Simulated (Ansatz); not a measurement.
# Turning moments in Fe (Fmmm)

Geometry: a structure from the Materials Project, repeated to hold the magnetic orders; nothing is relaxed.

Functional, mesh and filling: PBE, 8×11×8 k mesh, Fermi–Dirac smearing of 0.1 eV. PAW means Ansatz 0.2.0 on its default frozen-core files. Site moments are integrated in spheres about the atoms.

Input of the first run:

```yaml
crystal:
  lattice:
    - [0.0, 0.0, 3.9302103246]
    - [-1.4984397099, 1.9417396906, 0.0]
    - [-2.9968794198, -1.9417396906, 1.9651051623]
  atoms:
    - { symbol: Fe, position: [0.0, 0.0, 0.0], spin: 2.2, spin_axis: [0.0, 0.0, 1.0] }
    - { symbol: Fe, position: [0.3333333333, 0.3333333333, 0.3333333333], spin: 2.2, spin_axis: [0.0, 0.0, 1.0] }
    - { symbol: Fe, position: [0.6666666667, 0.6666666667, 0.6666666667], spin: 2.2, spin_axis: [0.0, 0.0, 1.0] }
magnetization:
  noncollinear: true
kpoints:
  mp_grid: { grid: [8, 11, 8] }
scf:
  occupations: { method: fermi_dirac, width: 0.1 }
  lower_state_search: "off"
hamiltonian:
  xc: pbe
  pseudopotentials: { kind: paw }
output:
  eigenvalues: false
```

Command: `ansatz run input.yaml --threads 2 --pin off --max-ram 6144MiB --backend cpu --events-out ev --progress --plain --runs-dir out`

The input for «Fe3 tilted by 90° from z and held» by PAW differs from it in these lines, output keys apart:

```diff
-    - { symbol: Fe, position: [0.6666666667, 0.6666666667, 0.6666666667], spin: 2.2, spin_axis: [0.0, 0.0, 1.0] }
+    - { symbol: Fe, position: [0.6666666667, 0.6666666667, 0.6666666667], spin: 2.2, spin_axis: [1.0, 0.0, 0.0] }
+  spin_locking: { lock_directions: true }
+  max_iter: 150
```

The runs use spinors without spin–orbit coupling, and in-plane angles count from x. In the held states a penalty keeps the direction of every atom that starts with a moment, the untilted ones along z, with sizes free, and the energy is taken at the target. Energies count from the run that starts parallel.

```tsv
state	ΔF PAW (meV/atom)	largest moment, PAW (μB)	size of M, PAW (μB/cell)	directions kept
parallel moments on spinors	0.0	2.25	6.61	yes
in-plane start at Fe1 0°, Fe2 240°, Fe3 120°	+160.1	1.98	0.00	yes
Fe3 tilted by 45° from z and held	+22.4	2.25	?	yes
Fe3 tilted by 90° from z and held	?	2.21	4.67	yes
Fe3 tilted by 135° from z and held	+135.8	2.15	2.78	yes
start Fe1↑ Fe2↑ Fe3↓ on spinors	+159.5	2.11	1.61	yes
```

Problem. Give the missing entry: row "Fe3 tilted by 90° from z and held", column "ΔF PAW (meV/atom)".

Solution. +78.9.

Problem. Fill in "size of M, PAW (μB/cell)" for the row "Fe3 tilted by 45° from z and held".

Solution. 6.12.

Problem. Fit ΔF(θ) = A(1 − cos θ) + B sin²θ to the PAW points, the reversed state at 180° included. How well does a Heisenberg model do?

Solution. A = +79.8 and B = -1.1 meV/atom, with a worst miss of 0.5 meV/atom. B is small beside A, so bilinear exchange describes the turn well.

For the state «Fe3 tilted by 90° from z and held», by PAW: Site moments (μB): Fe1 (0.00, 0.00, 2.11); Fe2 (0.00, 0.00, 2.11); Fe3 (2.21, 0.00, 0.00). Cell moment 4.67 μB.

The Ansatz runs typed with the search for lower states off end where their start leads. None of this fixes the real material's magnetic order: only patterns that fit the cell were computed, at zero temperature, with a functional that can overstate moments.
